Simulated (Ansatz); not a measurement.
The system is HfC.

```
CELL_PARAMETERS angstrom
0.00000 2.32500 2.32500
2.32500 0.00000 2.32500
2.32500 2.32500 0.00000
ATOMIC_POSITIONS crystal
Hf 0.50000 0.50000 0.50000
C 0.00000 0.00000 0.00000
```

Base run:

```yaml
Program: Ansatz 0.2.0
Functional: revPBE
Potentials_or_basis: all-electron LAPW, scalar-relativistic
Cutoff: 302 eV (chosen from the basis error)
Basis_error_allowed: 0.001 eV/atom
k_mesh: 10 × 10 × 10
Occupations: fermi-dirac, width 0.05 eV
Spin: no spin polarisation
```

Its results: pressure 3.2 GPa.

Problem. After a change of settings the same cell gave: pressure -6.5 GPa. Which change was it?
A. functional from revPBE to PBE; occupations from fermi-dirac, width 0.05 eV to gaussian, width 0.016 eV
B. functional from revPBE to PBE
C. functional from revPBE to PBEsol

Solution. C.

PBEsol binds more tightly than revPBE, so the same cell stands under less pressure.
